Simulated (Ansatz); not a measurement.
A 6-atom cell of HfO2 built on the rutile structure (relaxed group P4_2/mnm) was relaxed with 3 functionals in the PAW code Ansatz, cell and atoms free, the symmetry of the start kept (meshes: PBE 4×4×6, r2SCAN 6×6×8, PBEsol 6×6×8). All values are calculated for a non-magnetic cell, which may be hypothetical.

The PBEsol result:
```
Hf O
1.0
     4.83029    0.00000    0.00000
     0.00000    4.83029    0.00000
     0.00000    0.00000    3.20969
Hf O
2 4
Direct
  0.50000 0.50000 0.50000
  0.00000 0.00000 0.00000
  0.19497 0.80503 0.50000
  0.80503 0.19497 0.50000
  0.30503 0.30503 0.00000
  0.69497 0.69497 0.00000
```

The symmetry is P4_2/mnm (No. 136, tetragonal); a = 4.830 Å, c = 3.210 Å in the conventional setting, 12.48 Å³ an atom. Hf has 6 O at 2.08–2.09 Å; O has 3 Hf at 2.08–2.09 Å.

Q: How does the cell change with PBE?

A: a = 4.881 Å, c = 3.238 Å; the volume differs by +3.0 % from PBEsol's. Around Hf lie 6 O at 2.10–2.11 Å; around O lie 3 Hf at 2.10–2.11 Å.

Q: What lattice does r2SCAN give?

A: a = 4.838 Å, c = 3.220 Å; the volume differs by +0.7 % from PBEsol's. Around Hf lie 6 O at 2.09 Å; around O lie 3 Hf at 2.09 Å.

Q: Held at the r2SCAN cell, what mean stress does PBE find, and does its sign point to its own minimum?

A: Yes. PBE +4.98 GPa, and its relaxed volume is +2.3 % from r2SCAN's. Compression counts positive, so a positive stress asks for a larger cell.
